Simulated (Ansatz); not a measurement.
**What a trial cell of Au relaxes into**

Theory: DFT PBE, scalar-relativistic, plane waves, PAW (Ansatz 0.2.0). Cutoff 420 eV, Γ-centred k mesh, Gaussian smearing, no spin polarisation in the final step.

The start puts Au on the sites of a reported S cell (R-3, No. 148), at a guessed volume.

```
CELL_PARAMETERS angstrom
5.00434 2.88926 1.30926
-5.00434 2.88926 1.30926
0.00000 -5.77851 1.30926
ATOMIC_POSITIONS crystal
Au 0.58450 0.35100 0.24650
Au 0.24650 0.58450 0.35100
Au 0.35100 0.24650 0.58450
Au 0.41550 0.64900 0.75350
Au 0.75350 0.41550 0.64900
Au 0.64900 0.75350 0.41550
```

Cell and atoms relax at zero pressure; the relaxation can't lower the symmetry of the start. After a coarse first stage the cell is made exact in the group found at 0.06 Å.

Energies count from the standard state of Au at the same level.

Problem. What does it relax into?

Solution. It ends in R-3c (No. 167). Conventional cell: a = 9.064 Å, c = 4.718 Å. Au is coordinated by 10 Au at 2.81–2.98 Å.

```
Au
1.0
     4.53220    2.61667    1.57272
    -4.53220    2.61667    1.57272
     0.00000   -5.23334    1.57272
Au
6
Cartesian
  0.8387 1.4527 1.1795
  -1.6775 0.0000 1.1795
  0.8387 -1.4527 1.1795
  -0.8387 -1.4527 3.5386
  1.6775 0.0000 3.5386
  -0.8387 1.4527 3.5386
```

Problem. What are its volume, energy, density and gap?

Solution. The volume per atom is 18.65 Å³. The density is 17.54 g/cm³. The energy over the standard structure is 0.05 eV/atom and the gap on the 9×9×9 mesh is 0 eV (a metal).

The final run used a 9×9×9 mesh on its 6-atom cell and 0.10 eV smearing. The k mesh leaves about 4 meV/atom of noise in metals. Spin–orbit coupling is left out. Symmetry constrained the relaxation, so the result can be a saddle point.